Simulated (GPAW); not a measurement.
# FeO2 (P4_2/mnm) in GPAW: band structure with r2SCAN

Aim: the band structure of FeO2 with r2SCAN.

All numbers are computed with GPAW 26.7.0; they aren't measurements. Logs are shortened: lines on timing, memory, paths and dates and some standing lists are left out, and cuts for length are marked. The log counts tension as positive stress, the text compression.

## Step 1: The structure

Symmetry: P4_2/mnm, No. 136, tetragonal system. Conventional cell: a = 4.609 Å, b = 4.609 Å, c = 2.977 Å, α = 90.00°, β = 90.00°, γ = 90.00°. Fe (site symmetry mmm) has 6 O at 1.94 to 2.02 Å as nearest neighbours. Around O (site symmetry m2m) lie 3 Fe at 1.94 to 2.02 Å.

The cell comes from a database or a generator and needn't be the stable form of this composition.

## Step 2: Band structure, r2SCAN, collinear spin, ferromagnetic start

run.py

```python
from ase import Atoms
from ase.dft.bandgap import bandgap
from ase.io import write
from ase.units import GPa
from gpaw import GPAW, PW

atoms = Atoms(['Fe', 'Fe', 'O', 'O', 'O', 'O'],
              cell=[[4.609413, 0.0, 0.0],
                    [0.0, 4.609413, 0.0],
                    [0.0, 0.0, 2.977108]],
              scaled_positions=[[0.5, 0.5, 0.5],
                                [0.0, 0.0, 0.0],
                                [0.190544, 0.809456, 0.5],
                                [0.690544, 0.690544, 0.0],
                                [0.309456, 0.309456, 0.0],
                                [0.809456, 0.190544, 0.5]],
              pbc=True)
atoms.set_initial_magnetic_moments([3.0, 3.0, 0.0, 0.0, 0.0, 0.0])

calc = GPAW(mode=PW(800),
            xc='MGGA_X_R2SCAN+MGGA_C_R2SCAN',
            kpts={'size': (4, 4, 6), 'gamma': True},
            occupations={'name': 'fermi-dirac', 'width': 0.05},
            nbands=38,
            convergence={'density': 1e-05, 'energy': 1e-05},
            maxiter=150,
            txt='gpaw.txt')
atoms.calc = calc
energy = atoms.get_potential_energy()
forces = atoms.get_forces()
stress = atoms.get_stress()
calc.write('gs.gpw')
write('result.traj', atoms)
print(f'Energy: {energy:.6f} eV')
print('Forces (eV/A):')
print(forces.round(4))
print('Stress (GPa):', (stress / GPa).round(3))
print('Moments:', calc.get_magnetic_moments().round(3))
print('Fermi level:', round(calc.get_fermi_level(), 4), 'eV')
print(f'Gap: {bandgap(calc)[0]:.4f} eV, direct: {bandgap(calc, direct=True)[0]:.4f} eV')

path = atoms.cell.bandpath('GXMGZRAZ,XR,MA', npoints=80, eps=1e-4)
bs_calc = calc.fixed_density(kpts=path, symmetry='off', nbands=55,
                             convergence={'bands': 'CBM+6.0', 'eigenstates': 1e-6}, txt='bands.txt')
bs = bs_calc.band_structure()
bs.write('bs.json')
print(f'Gap on the path: {bandgap(bs_calc)[0]:.4f} eV')
```

Potentials or basis: GPAW PAW data sets (gpaw-data 1.2.1), pw.

Started as:

```console
$ OMP_NUM_THREADS=1 python run.py
```

gpaw.txt:

```text
__  _  _
 | _ |_)|_||  |
 |__||  | ||/\| - 26.7.0

Input parameters:
  mode=PW(ecut=800.0),
  convergence={'density': 1e-05, 'energy': 1e-05},
  kpts=MonkhorstPack(size=(4, 4, 6), gamma=True),
  maxiter=150,
  nbands=38,
  occupations=Occupations(name='fermi-dirac', width=0.05),
  xc=XC(name='MGGA_X_R2SCAN+MGGA_C_R2SCAN')

Diagonalizing LCAO Hamiltonian
Converting LCAO to pw mode
    .----------.
   /|          |
  / |          |
 *  | O Fe     |
 |  .-----O----.
 | /       O  /
 |/  O       /
 Fe---------*

Atoms  # Å, Bohr magnetons
|   | symbol |        x |        y |        z |    initial magnetic moments |
|---|--------|----------|----------|----------|-----------------------------|
| 0 |     Fe | 2.304706 | 2.304706 | 1.488554 | ( 0.0000,  0.0000,  3.0000) |
| 1 |     Fe | 0.000000 | 0.000000 | 0.000000 | ( 0.0000,  0.0000,  3.0000) |
| 2 |      O | 0.878296 | 3.731117 | 1.488554 | ( 0.0000,  0.0000,  0.0000) |
| 3 |      O | 3.183002 | 3.183002 | 0.000000 | ( 0.0000,  0.0000,  0.0000) |
| 4 |      O | 1.426411 | 1.426411 | 0.000000 | ( 0.0000,  0.0000,  0.0000) |
| 5 |      O | 3.731117 | 0.878296 | 1.488554 | ( 0.0000,  0.0000,  0.0000) |

Unit cell  # Å
| periodic |        x |        y |        z |  lengths |    angles |
|----------|----------|----------|----------|----------|-----------|
|      yes | 4.609413 | 0.000000 | 0.000000 | 4.609413 | 90.000000 |
|      yes | 0.000000 | 4.609413 | 0.000000 | 4.609413 | 90.000000 |
|      yes | 0.000000 | 0.000000 | 2.977108 | 2.977108 | 90.000000 |

Number of symmetries: 8
Symmetry operations  # r_c * U_cc + t_c -> r_c
|   | kind |            matrix            |
|---|------|------------------------------|
| 0 |  E   |  1, 0, 0,  0, 1, 0,  0, 0, 1 |
| 1 |  σ   |  1, 0, 0,  0, 1, 0,  0, 0,-1 |
| 2 |  σ   |  0, 1, 0,  1, 0, 0,  0, 0, 1 |
| 3 |  C2  |  0, 1, 0,  1, 0, 0,  0, 0,-1 |
| 4 |  σ   |  0,-1, 0, -1, 0, 0,  0, 0, 1 |
| 5 |  C2  |  0,-1, 0, -1, 0, 0,  0, 0,-1 |
| 6 |  C2  | -1, 0, 0,  0,-1, 0,  0, 0, 1 |
| 7 |  i   | -1, 0, 0,  0,-1, 0,  0, 0,-1 |

BZ-sampling:
  Number of BZ points: 96
  Number of IBZ points: 28

  Monkhorst-Pack size: [4, 4, 6]
  Monkhorst-Pack shift: [0.125, 0.125, 0.08333333333333333]

K-points  # in reciprocal-cell coordinates
|     |                                coordinates |     weight |
|-----|--------------------------------------------|------------|
|   0 | (  0.00000000,   0.00000000,   0.00000000) | 0.01041667 |
|   1 | (  0.00000000,   0.00000000,   0.16666667) | 0.02083333 |
|   2 | (  0.00000000,   0.00000000,   0.33333333) | 0.02083333 |
|   3 | (  0.00000000,   0.00000000,   0.50000000) | 0.01041667 |
|   4 | (  0.25000000,  -0.25000000,   0.00000000) | 0.02083333 |
|   5 | (  0.25000000,  -0.25000000,   0.16666667) | 0.04166667 |
|   6 | (  0.25000000,  -0.25000000,   0.33333333) | 0.04166667 |
|   7 | (  0.25000000,  -0.25000000,   0.50000000) | 0.02083333 |
|   8 | (  0.25000000,   0.00000000,   0.00000000) | 0.04166667 |
|   9 | (  0.25000000,   0.00000000,   0.16666667) | 0.08333333 |
| ... |                                            |            |
|  27 | (  0.50000000,   0.50000000,   0.50000000) | 0.01041667 |

Plane wave coefficients: 3305
Cutoff: 800.0 eV

Spin-components: 2 (collinear spins)
Bands:           38
Projectors:      32
Spin-degeneracy: 1
Datatype:        complex128

Parallelization:
  kpt:    1
  domain: 1
  band:   1

Density:
  Valence electrons: 40.0
  Components: 2
  Grid points: [32 32 20]
  Charge: 0.0  # |e|

Potential:
  Grid points: [32 32 20]

species:
  Fe:
    name:    Iron
    Z:       26.0
    valence: 8
    core:    18
    charge:  0.0  # [|e|]
    compensation charges:
      type: gauss
      rc: 0.33  # [Å]
      lmax: 2
    cutoffs:
      filter: 2.06  # [Å]
      core: 2.67  # [Å]
    projectors
    | kind |    occ | energy [eV] | rcut [Å] |
    |------|--------|-------------|----------|
    |   4s |  2.000 |      -5.291 |    1.164 |
    |   4p |  0.000 |      -1.326 |    1.058 |
    |   3d |  6.000 |      -7.505 |    1.058 |
    |    s |        |      21.920 |    1.164 |
    |    p |        |      25.885 |    1.058 |
    |    d |        |      19.706 |    1.058 |

    Using partial waves for Fe as LCAO basis

  O:
    name:    Oxygen
    Z:       8.0
    valence: 6
    core:    2
    charge:  0.0  # [|e|]
    compensation charges:
      type: gauss
      rc: 0.21  # [Å]
      lmax: 2
    cutoffs:
      filter: 1.17  # [Å]
      core: 0.83  # [Å]
    projectors
    | kind |    occ | energy [eV] | rcut [Å] |
    |------|--------|-------------|----------|
    |   2s |  2.000 |     -23.961 |    0.688 |
    |   2p |  4.000 |      -9.029 |    0.598 |
    |    s |        |       3.251 |    0.688 |
    |    p |        |      18.182 |    0.598 |
    |    d |        |       0.000 |    0.619 |

    Using partial waves for O as LCAO basis

Reference energy: -77402.318404  # eV

eigensolver:
  PPCG
  Converge bands: occupied
  niter=2

density mixing:
  MSR1-Mixer
  Pratt-step length: 0.05
  Maximum mixing coefficient: 0.75
  Old densities: 10
  SVD Regularization: 0.005
  Good broyden scale: 1.0
  Trust region scale: 1.0
  Backstep threshold: 4.0
  History deletion threshold: 6.0
  Fourier metric: weight=20.0, sigma=0.015

occupation numbers:
  Fermi-Dirac:
    width: 0.0500  # eV

poisson solver:
  ecut: 6400.0  # eV

xc functional:
  name: MGGA_X_R2SCAN+MGGA_C_R2SCAN with 2 nearest neighbor stencil

convergence criteria:
- Maximum integral of absolute [dens]ity change: 1e-05 electrons / valence electron
- Maximum [total energy] change in last 3 cyles: 1e-05 eV / valence electron
- Maximum integral of absolute [eigenst]ate change: 4e-08 eV^2 / valence electron
maximum number of iterations: 150

SCF iterations
|iter     | |      energy | eigst |  dens |  magmom |
|---------|-|-------------|-------|-------|---------|
|iter:   1| |  -78.718000 | +0.16 |       |  +6.0031|
|iter:   2| |  -63.519289 | -0.96 | -0.62 |  +6.1029|
|iter:   3| |  -61.264461 | -0.87 | -0.68 |  +6.8527|
|iter:   4| |  -61.188056 | -1.73 | -1.01 |  +6.7698|
|iter:   5| |  -61.356281 | -1.83 | -1.07 |  +7.5271|
|iter:   6| |  -61.991955 | -2.06 | -1.56 |  +7.8873|
|iter:   7| |  -61.357696 | -2.35 | -1.18 |  +7.8997|
|iter:   8| |  -61.374920 | -3.40 | -2.13 |  +7.9505|
|iter:   9| |  -61.375647 | -4.27 | -2.30 |  +7.9524|
|iter:  10| |  -61.375387 | -4.75 | -2.38 |  +7.9669|
|iter:  11| |  -61.375541c| -4.85 | -2.67 |  +7.9939|
|iter:  12| |  -61.375551c| -6.11 | -3.42 |  +7.9981|
|iter:  13| |  -61.375555c| -6.95 | -4.03 |  +7.9989|
|iter:  14| |  -61.375555c| -8.06c| -4.51 |  +7.9991|
|iter:  15| |  -61.375556c| -7.89c| -4.93 |  +7.9992|
|iter:  16| |  -61.375556c| -8.54c| -5.27c|  +7.9990|

Converged in 16 steps
Energy contributions relative to reference atoms: (reference = -77402.318404)

Energy contributions:
  Kinetic:          13.482864
  Coulomb:         -17.016655
  Zero:              0.933120
  External:          0.000000
  Xc:              -58.770976
  Entropy:          -0.007816
  Spinorbit:         0.000000
  ----------------------------
  Free energy:     -61.379464
  Extrapolated:    -61.375556

dipole moment: (-11.473827, -11.473827, -24.159147)  # |e|*Ang

Total magnetic moment: (0.000000, 0.000000, 7.999037)

Local magnetic moments
|        x |        y |        z |
|----------|----------|----------|
| 0.000000 | 0.000000 | 3.523629 |  # Fe   0
| 0.000000 | 0.000000 | 3.523649 |  # Fe   1
| 0.000000 | 0.000000 | 0.137543 |  # O    2
| 0.000000 | 0.000000 | 0.137540 |  # O    3
| 0.000000 | 0.000000 | 0.137540 |  # O    4
| 0.000000 | 0.000000 | 0.137543 |  # O    5

Fermi level: 4.536
Eigenvalues  # (at kpt = [0.000, 0.000, 0.000])
| band index |      eig [eV] | occ [0-1] |      eig [eV] | occ [0-1] |
|------------|---------------|-----------|---------------|-----------|
|          0 |       -15.780 |     1.000 |       -15.444 |     1.000 |
|        ... |               |           |               |           |
|         12 |        -0.257 |     1.000 |         2.985 |     1.000 |
|         13 |         0.203 |     1.000 |         3.880 |     1.000 |
|         14 |         0.648 |     1.000 |         3.880 |     1.000 |
|         15 |         0.648 |     1.000 |         4.224 |     0.998 |
|         16 |         1.169 |     1.000 |         4.882 |     0.001 |
|         17 |         1.402 |     1.000 |         5.016 |     0.000 |
|         18 |         2.447 |     1.000 |         5.016 |     0.000 |
|         19 |         2.775 |     1.000 |         5.095 |     0.000 |
|         20 |         3.299 |     1.000 |         5.323 |     0.000 |
|         21 |         3.299 |     1.000 |         5.987 |     0.000 |
|         22 |         3.627 |     1.000 |         6.640 |     0.000 |
|         23 |         5.453 |     0.000 |         8.033 |     0.000 |
|         24 |         5.469 |     0.000 |         8.033 |     0.000 |
|         25 |         5.469 |     0.000 |         8.757 |     0.000 |
|         26 |        11.264 |     0.000 |        12.117 |     0.000 |
|        ... |               |           |               |           |
|         37 |        25.810 |     0.000 |        27.349 |     0.000 |

No gap
No difference between direct/indirect transitions

Forces  # eV/Ang
|        x |        y |       z |
|----------|----------|---------|
|  0.00000 |  0.00000 | 0.00000 |  # Fe   0
|  0.00000 |  0.00000 | 0.00000 |  # Fe   1
| -0.23821 |  0.23821 | 0.00000 |  # O    2
| -0.23821 | -0.23821 | 0.00000 |  # O    3
|  0.23821 |  0.23821 | 0.00000 |  # O    4
|  0.23821 | -0.23821 | 0.00000 |  # O    5

Stress tensor  # eV/Ang^3
|         x |         y |        z |
|-----------|-----------|----------|
|  0.059271 | -0.000000 | 0.000000 |
| -0.000000 |  0.059271 | 0.000000 |
|  0.000000 |  0.000000 | 0.117237 |

# Writing to gs.gpw (mode='')
```

Wall time 13 min (1 thread of Arm Neoverse V2, shared host); peak memory 0.98 GiB.

What came out:

| Quantity | Value |
| --- | --- |
| Free energy | -61.3795 eV |
| Pressure | -12.6 GPa |
| Largest force | 0.337 eV/Å |
| Band gap along the path | none (metal or under the smearing width) |
| Net moment | 8.00 μB per cell |
| Site moments | Fe +3.52; O +0.14 μB |

Forces in eV/Å, atoms in the order of the input:
```
Fe   0.000  0.000  0.000
Fe   0.000  0.000  0.000
O   -0.238  0.238  0.000
O   -0.238 -0.238  0.000
O    0.238  0.238  0.000
O    0.238 -0.238  0.000
```

Levels at the corners of the path, in eV from the Fermi level:
Spin up:
```
point  band 22  band 23  band 24  band 25  band 26
    Γ    -1.24    -0.91     0.92     0.93     0.93
    X    -1.61     0.16     0.16     0.83     0.83
    M    -1.21    -1.17    -1.17     0.89     0.89
    Γ    -1.24    -0.91     0.92     0.93     0.93
    Z    -1.37    -1.09    -1.09    -0.24    -0.24
    R    -1.95    -1.35    -1.35     1.19     1.19
    A    -1.38    -0.31    -0.31    -0.21    -0.21
    Z    -1.37    -1.09    -1.09    -0.24    -0.24
    X    -1.61     0.16     0.16     0.83     0.83
    R    -1.95    -1.35    -1.35     1.19     1.19
    M    -1.21    -1.17    -1.17     0.89     0.89
    A    -1.38    -0.31    -0.31    -0.21    -0.21
```
Spin down:
```
point  band 12  band 13  band 14  band 15  band 16  band 17  band 18  band 19  band 20  band 21
    Γ    -3.16    -1.55    -0.66    -0.66    -0.31     0.35     0.48     0.48     0.56     0.79
    X    -3.29    -2.55    -2.55    -0.93    -0.93     0.85     0.85     0.86     0.86     1.53
    M    -2.34    -2.31    -2.31    -1.53    -1.53     0.36     0.36     0.48     0.48     1.85
    Γ    -3.16    -1.55    -0.66    -0.66    -0.31     0.35     0.48     0.48     0.56     0.79
    Z    -3.74    -2.33    -2.33    -2.16    -2.16     1.00     1.00     1.04     1.04     1.87
    R    -3.60    -2.56    -2.56    -1.13    -1.13     0.24     0.24     0.99     0.99     1.52
    A    -3.72    -1.39    -1.39    -1.36    -1.36     0.82     0.82     1.04     1.04     1.47
    Z    -3.74    -2.33    -2.33    -2.16    -2.16     1.00     1.00     1.04     1.04     1.87
    X    -3.29    -2.55    -2.55    -0.93    -0.93     0.85     0.85     0.86     0.86     1.53
    R    -3.60    -2.56    -2.56    -1.13    -1.13     0.24     0.24     0.99     0.99     1.52
    M    -2.34    -2.31    -2.31    -1.53    -1.53     0.36     0.36     0.48     0.48     1.85
    A    -3.72    -1.39    -1.39    -1.36    -1.36     0.82     0.82     1.04     1.04     1.47
```

Caveat: the PAW data sets were made with another functional, which shifts forces and pressure a little; semilocal functionals often make such compounds metallic where correlation or magnetic order opens a gap, which also shifts bond lengths; only a ferromagnetic start was run, and an antiferromagnetic order may lie lower in energy.
